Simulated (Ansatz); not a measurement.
**CdF2 in Ansatz: convergence with smearing width**

Crystal: CdF2.

```
Cd F
1.0
     0.00000    2.69400    2.69400
     2.69400    0.00000    2.69400
     2.69400    2.69400    0.00000
Cd F
1 2
Cartesian
  0.0000 0.0000 0.0000
  4.0410 4.0410 4.0410
  1.3470 1.3470 1.3470
```

- Program: Ansatz 0.2.0
- Task: convergence study
- Functional: PBEsol
- Potentials or basis: PseudoDojo standard (PBEsol files)
- Cutoff: 1388 eV
- Density cutoff: 5551 eV
- k mesh: 7 × 7 × 7
- Occupations: gaussian, width 0.3 eV
- Spin: no spin polarisation

These are the settings of the first run; the series varies smearing width, with any setting tied to it.

Hardware: 2 threads of Arm Neoverse V2, with other jobs on the host.

| smearing width | energy less the tightest run, at zero smearing (meV/atom) | SCF cycles | CPU time (s) | peak memory (GiB) |
| --- | --- | --- | --- | --- |
| 0.3 eV | 0.00 | 9 | 3.6 | 0.39 |
| 0.2 eV | 0.00 | 9 | 3.9 | 0.4 |
| 0.15 eV | 0.00 | 9 | 3.9 | 0.4 |
| 0.1 eV | 0.00 | 9 | 3.9 | 0.4 |
| 0.05 eV | 0.00 | 9 | 3.7 | 0.4 |
| 0.025 eV | 0.00 | 9 | 3.7 | 0.39 |
| 0.01 eV | 0.00 | 9 | 3.7 | 0.4 |
| 0.005 eV | 0.00 | 9 | 3.7 | 0.4 |

Against the tightest run, the energy stays within 1 meV/atom from 0.3 eV on. The tightest run that finished is the yardstick and may itself not be fully converged.
